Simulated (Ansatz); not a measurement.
Crystal: GaN.

```
Ga N
1.0
     3.18000    0.00000    0.00000
    -1.59000    2.75396    0.00000
     0.00000    0.00000    5.16600
Ga N
2 2
Direct
  0.66667 0.33333 0.50000
  0.33333 0.66667 0.00000
  0.66667 0.33333 0.87500
  0.33333 0.66667 0.37500
```

```yaml
Program: Ansatz 0.2.0
Task: relaxation of cell and atoms
Functional: rPW86-PBE
Dispersion: rVV10
Potentials_or_basis: Ansatz PAW
Cutoff: "420 eV (not typed: the program's choice for these potentials)"
k_mesh: 10 × 10 × 5
Occupations: fermi-dirac, width 0.05 eV
Spin: no spin polarisation
```

At the start: volume 11.31 Å³/atom.

**Question.** Where does the relaxation end?

**Answer.** It ends after 8 steps and the volume is 11.94 Å³/atom (+5.5 %); space group P6_3mc (No. 186, to 0.05 Å).

The path:
```
step  energy change (eV)  largest force (eV/Å)  volume (Å³)
   1              0.0000                0.1271        45.24
   2             -0.0584                0.0937        46.68
   3             -0.0675                0.0476        47.60
   4             -0.0675                0.0200        47.66
   5             -0.0675                0.0002        47.67
   6             -0.0778                0.0003        47.67
   7             -0.0777                0.0002        47.75
   8             -0.0778                0.0002        47.75
```

Final structure:
```yaml
crystal:
  lattice:
    - [3.23278, 0.00000, 0.00000]
    - [-1.61639, 2.79967, 0.00000]
    - [0.00000, 0.00000, 5.27565]
  atoms:
    - { symbol: Ga, position: [0.66667, 0.33333, 0.49936] }
    - { symbol: Ga, position: [0.33333, 0.66667, 0.99936] }
    - { symbol: N, position: [0.66667, 0.33333, 0.87564] }
    - { symbol: N, position: [0.33333, 0.66667, 0.37564] }
```

Caveat: the plane-wave basis is chosen anew once the cell has moved, so the energies of steps on either side of that aren't comparable; the pressure holds a Pulay correction of +0.5 GPa for the finite cutoff; the PAW data sets come from PBE, with cores solved anew for the run's functional, which leaves a small shift of forces and pressure.
